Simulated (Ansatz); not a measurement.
**Strain and the gap of BeS (zincblende)**

BeS (zincblende), relaxed with r2SCAN in the PAW code Ansatz. The symmetry is F-43m (No. 216, cubic); conventional cell a = 4.869 Å, 14.43 Å³ an atom. Around Be lie 4 S at 2.11 Å; around S lie 4 Be at 2.11 Å.

The axes x, y and z are those of this cell:
```
Be S
1.0
     0.00000    2.43431    2.43431
     2.43431    0.00000    2.43431
     2.43431    2.43431    0.00000
Be S
1 1
Cartesian
  0.0000 0.0000 0.0000
  1.2172 1.2172 1.2172
```

Unstrained: PBE gives an indirect gap of 3.135 eV, from Γ to X; the least direct gap is 5.617 eV at Γ–K (0.10 of the way from Γ). r2SCAN gives an indirect gap of 3.589 eV, from Γ to X; the least direct gap is 6.234 eV at Γ. With HSE06 the valence top lies at Γ and the conduction bottom at X, 4.085 eV higher; the smallest vertical gap, at Γ–K (0.10 of the way from Γ), is 6.804 eV. Meshes: PBE 10×10×10, r2SCAN 10×10×10, HSE06 6×6×6. Strains are changes of length per length. After each strain the atoms were relaxed again with r2SCAN within the symmetry that the strain leaves, so tilts or polar shifts that break it weren't tested; points keep the names that they have in the unstrained zone. No spin polarisation and no zero-point or thermal motion.

Changes of the least gap in eV (an overlap counts as a negative gap):
```json
{"strain": "epitaxial -4.0 % in the xy plane, free normal strain +2.99 %", "volume change (%)": "-5.1", "space group": "I-4m2", "PBE": "-0.449", "r2SCAN": "-0.460", "HSE06": "-0.464", "G0W0@PBE (mesh)": "-0.47", "energy rise, r2SCAN (meV/atom)": "28.3"}
{"strain": "epitaxial -3.0 % in the xy plane, free normal strain +2.26 %", "volume change (%)": "-3.8", "space group": "I-4m2", "PBE": "-0.330", "r2SCAN": "-0.338", "HSE06": "-0.341", "G0W0@PBE (mesh)": "-0.34", "energy rise, r2SCAN (meV/atom)": "15.6"}
{"strain": "epitaxial -2.0 % in the xy plane, free normal strain +1.52 %", "volume change (%)": "-2.5", "space group": "I-4m2", "PBE": "-0.215", "r2SCAN": "-0.221", "HSE06": "-0.222", "G0W0@PBE (mesh)": "-0.22", "energy rise, r2SCAN (meV/atom)": "6.8"}
{"strain": "epitaxial -1.0 % in the xy plane, free normal strain +0.77 %", "volume change (%)": "-1.2", "space group": "I-4m2", "PBE": "-0.105", "r2SCAN": "-0.108", "HSE06": "-0.109", "G0W0@PBE (mesh)": "-0.11", "energy rise, r2SCAN (meV/atom)": "1.6"}
{"strain": "epitaxial +1.0 % in the xy plane, free normal strain -0.78 %", "volume change (%)": "+1.2", "space group": "I-4m2", "PBE": "-0.121", "r2SCAN": "-0.127", "HSE06": "-0.126", "G0W0@PBE (mesh)": "-0.12", "energy rise, r2SCAN (meV/atom)": "1.6"}
{"strain": "epitaxial +2.0 % in the xy plane, free normal strain -1.58 %", "volume change (%)": "+2.4", "space group": "I-4m2", "PBE": "-0.234", "r2SCAN": "-0.244", "HSE06": "-0.242", "G0W0@PBE (mesh)": "-0.23", "energy rise, r2SCAN (meV/atom)": "6.2"}
{"strain": "epitaxial +3.0 % in the xy plane, free normal strain -2.40 %", "volume change (%)": "+3.5", "space group": "I-4m2", "PBE": "-0.337", "r2SCAN": "-0.352", "HSE06": "-0.349", "G0W0@PBE (mesh)": "-0.34", "energy rise, r2SCAN (meV/atom)": "13.6"}
{"strain": "epitaxial +4.0 % in the xy plane, free normal strain -3.24 %", "volume change (%)": "+4.7", "space group": "I-4m2", "PBE": "-0.431", "r2SCAN": "-0.450", "HSE06": "-0.447", "G0W0@PBE (mesh)": "-0.43", "energy rise, r2SCAN (meV/atom)": "23.6"}
```
Unstrained, G0W0@PBE with 120 empty bands, a screening cutoff of 150 eV and a 6×6×6 mesh gives 4.45 eV on its mesh; the band count follows the volume. G0W0 here is at a finite number of bands, screening cutoff and k mesh, not at the basis limit.

Epitaxial -4.0 % in the xy plane, free normal strain +2.99 %. HSE06: the gap goes from 4.085 to 3.621 eV (-0.464 eV); the X points, equivalent before, split by 614 meV, and the conduction bottom lies at those like (0, 1/2, 1/2); with r2SCAN the top three valence levels at Γ, degenerate before, become 2+1 from the top over 465 meV. Stress change with r2SCAN, compression positive: xx +8.34, yy +8.34, zz 0.00 GPa.

Epitaxial -3.0 % in the xy plane, free normal strain +2.26 %. HSE06: the gap goes from 4.085 to 3.744 eV (-0.341 eV); the X points, equivalent before, split by 450 meV, and the conduction bottom lies at those like (0, 1/2, 1/2); with r2SCAN the top three valence levels at Γ, degenerate before, become 2+1 from the top over 334 meV. Stress change with r2SCAN, compression positive: xx +6.02, yy +6.02, zz 0.00 GPa.

Epitaxial -2.0 % in the xy plane, free normal strain +1.52 %. HSE06: the gap goes from 4.085 to 3.863 eV (-0.222 eV); the X points, equivalent before, split by 293 meV, and the conduction bottom lies at those like (0, 1/2, 1/2); with r2SCAN the top three valence levels at Γ, degenerate before, become 2+1 from the top over 213 meV. Stress change with r2SCAN, compression positive: xx +3.86, yy +3.86, zz 0.00 GPa.

Epitaxial -1.0 % in the xy plane, free normal strain +0.77 %. HSE06: the gap goes from 4.085 to 3.976 eV (-0.109 eV); the X points, equivalent before, split by 143 meV, and the conduction bottom lies at those like (0, 1/2, 1/2); with r2SCAN the top three valence levels at Γ, degenerate before, become 2+1 from the top over 102 meV. Stress change with r2SCAN, compression positive: xx +1.86, yy +1.86, zz 0.00 GPa.

Epitaxial +1.0 % in the xy plane, free normal strain -0.78 %. HSE06: the gap goes from 4.085 to 3.959 eV (-0.126 eV); with r2SCAN the top three valence levels at Γ, degenerate before, become 1+2 from the top over 94 meV. Stress change with r2SCAN, compression positive: xx -1.73, yy -1.73, zz 0.00 GPa.

Epitaxial +2.0 % in the xy plane, free normal strain -1.58 %. HSE06: the gap goes from 4.085 to 3.843 eV (-0.242 eV); with r2SCAN the top three valence levels at Γ, degenerate before, become 1+2 from the top over 180 meV. Stress change with r2SCAN, compression positive: xx -3.33, yy -3.33, zz 0.00 GPa.

Epitaxial +3.0 % in the xy plane, free normal strain -2.40 %. HSE06: the gap goes from 4.085 to 3.736 eV (-0.349 eV); with r2SCAN the top three valence levels at Γ, degenerate before, become 1+2 from the top over 260 meV. Stress change with r2SCAN, compression positive: xx -4.82, yy -4.82, zz 0.00 GPa.

Epitaxial +4.0 % in the xy plane, free normal strain -3.24 %. HSE06: the gap goes from 4.085 to 3.638 eV (-0.447 eV); with r2SCAN the top three valence levels at Γ, degenerate before, become 1+2 from the top over 333 meV. Stress change with r2SCAN, compression positive: xx -6.20, yy -6.20, zz +0.01 GPa.

Where an edge lies off the special points, it is a point of the mesh or the k point where a search put PBE's edge or least direct gap, reused for the other functionals, whose own edges may lie a little apart.

The meshes of the hybrids are coarse, so their gaps aren't converged to the digits shown.

The splittings at Γ are without spin-orbit coupling, which regroups them where it is of like size.
